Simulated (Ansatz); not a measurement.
How fast does H move in SiC?

Method: Ansatz, DFT PBE, scalar-relativistic, plane waves, PAW. (420 eV cutoff, 2×2×2 k-mesh, shifted by half a step, Gaussian smearing of 0.02 eV, collinear spin)

Host crystal, relaxed:

```
Si C
1.0
     0.00000    2.18986    2.18986
     2.18986    0.00000    2.18986
     2.18986    2.18986    0.00000
Si C
1 1
Cartesian
  1.0949 1.0949 1.0949
  0.0000 0.0000 0.0000
```

In a supercell of 32 host sites, interstitial H hops to an equivalent place, moving 3.10 Å. Climbing-image nudged elastic band at fixed cell; the order of the saddle wasn't checked, and the small cell leaves errors of about a tenth of an eV. Zero-point motion and tunnelling, which matter for H, are left out.

```
image path (Å) E − E(0) (eV)
    0      0.00          0.000
    1      0.78          0.292
    2      1.37          0.021
    3      1.96          0.040
    4      2.55          0.028
    5      3.15          0.223
    6      3.74          0.000
```

**Question.** What are the barriers forward and back, and what attempt frequency does the shape suggest?

**Answer.** Forward 0.29 eV, back 0.29 eV, the ends being level. For a sinusoidal profile E_b sin²(πx/l), with the H atom alone moving, ν = (1/l)√(E_b/2m) = 1.2×10¹³ s⁻¹, within an order of magnitude of the customary 10¹³ s⁻¹; a true prefactor needs the vibrations at the minimum and at the saddle.

**Question.** With ν = 10¹³ s⁻¹, give the forward jump rate along this one path, the wait 1/k for that jump, the diffusivity D ≈ l²k and the distance √(Dt) covered in an hour at 300, 600 and 1000 K, taking the host as solid throughout.

**Answer.** k = ν exp(−E_b/k_BT):
```
T (K) k (1/s) wait (s) D (cm²/s)  √(Dt) in 1 h (nm)
  300   1.3×10⁸   8.0×10⁻⁹   1.2×10⁻⁷            2.1×10⁵
  600  3.5×10¹⁰  2.8×10⁻¹¹   3.4×10⁻⁵            3.5×10⁶
 1000  3.4×10¹¹  3.0×10⁻¹²   3.2×10⁻⁴            1.1×10⁷
```

D = l²k holds for six equivalent jumps in three dimensions (z l²k/6) and is a scale otherwise. Long-range transport needs a connected net of such jumps, and traps slow it. D is that of an interstitial already there. An error of 0.1 eV in the barrier changes k by a factor of 48 at 300 K and 3.2 at 1000 K.

Cost: 1 run of about 52 core-minutes, on Intel Xeon Platinum 8488C (Sapphire Rapids) (shared hosts).